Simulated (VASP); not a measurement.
A run of VASP 6.6.1 is set up as follows.

The input INCAR:

```
PREC     = Accurate       # precision mode
ENCUT    = 600            # plane-wave cutoff, eV
EDIFF    = 1E-7           # SCF threshold, eV
ISMEAR   = 0              # smearing method
SIGMA    = 0.03           # smearing width, eV
LREAL    = F              # projectors in reciprocal space
LASPH    = T              # aspherical terms in the spheres
NELM     = 80             # most SCF steps
ALGO     = Normal         # electronic algorithm
ISIF     = 3              # what is computed and relaxed
LWAVE    = F              # write WAVECAR
LCHARG   = F              # write CHGCAR
GGA      = CA             # functional
IBRION   = 2              # ionic algorithm
NSW      = 90             # ionic steps
EDIFFG   = -0.005         # ionic threshold
KPAR     = 2
```

Contents of KPOINTS:

```
regular mesh
0
Gamma
  10 10 10
```

The input POSCAR:

```
TiO2                                    
1.0
   -1.8726581781      1.8726581781      4.7286320851
    1.8726581781     -1.8726581781      4.7286320851
    1.8726581781      1.8726581781     -4.7286320851
  Ti              O             
     2     4
Direct
     0.0000000000000000    0.0000000000000000    0.0000000000000000
     0.7500000000000000    0.2500000000000000    0.5000000000000000
     0.2081656994928678    0.2081656994928678    1.0000000000000000
     0.9581656994928677    0.4581656994928678    0.5000000000000000
     0.5418343005071323    0.0418343005071322    0.5000000000000000
     0.7918343005071323    0.7918343005071323    0.0000000000000000
```

Potentials or basis: VASP PAW LDA potentials, release 64 (Ti_sv, O).

Command:

```sh
$ cat potpaw_LDA.64/Ti_sv/POTCAR potpaw_LDA.64/O/POTCAR > POTCAR
$ mpirun -np 2 vasp_std > vasp.out
```

(1) Estimate the band gap on the k mesh.

(2) Estimate the relaxed cell.

Answers

(1) 2.06 eV, indirect (least direct gap 2.41 eV).

(2) a = 5.421 Å, b = 5.421 Å, c = 5.421 Å, α = 139.57°, β = 139.57°, γ = 58.50°.
